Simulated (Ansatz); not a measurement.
Does relaxation matter for the field gradients of SiS2?

Start: a Materials Project structure (computed, not necessarily an observed phase), taken as it stands.

Space group Ibam (No. 72); a = 5.7494, b = 9.8209, c = 5.5487 Å.

| site | Wyckoff | site symmetry | x | y | z |
| --- | --- | --- | --- | --- | --- |
| Si | 4a | 222 | 0.0000 | 0.0000 | 0.7500 |
| S | 8j | ..m | 0.2986 | 0.3847 | 0.5000 |

One atom of each set is listed; the run and its k-mesh use a cell of 6 atoms with edges of 6.33, 6.33, 6.33 Å.

Level of theory: DFT, PBE, plane waves and PAW, scalar-relativistic, 420 eV cutoff, Γ-centred 8×8×8 k-points, Fermi–Dirac smearing 0.01 eV (Ansatz 0.2.0).

The largest force at the start is 0.33 eV/Å. Relaxing the ions at fixed cell moves them by 0.016 Å at most (atom 5, S) and 0.013 Å rms.

```csv
site,moved (Å),first shell before,first shell after,V_zz before (10²¹ V/m²),η before
Si,0.000,4 S at 2.13 Å,4 S at 2.14 Å,-0.50,0.35
S,0.016,"2 Si at 2.13 Å, angle 81°","2 Si at 2.14 Å, angle 81°",-12.82,0.67
```

**Question.** How do the gradients change?

**Answer.** 

```
site  V_zz after  η after  change of V_zz
  Si       -0.41     0.46           +0.09
   S      -13.25     0.59           -0.43
```

The largest change of V_zz is on S, from -12.82 to -13.25. In per cent, |V_zz| changes by -18 on Si, +3 on S (all sites that start above 0.5).
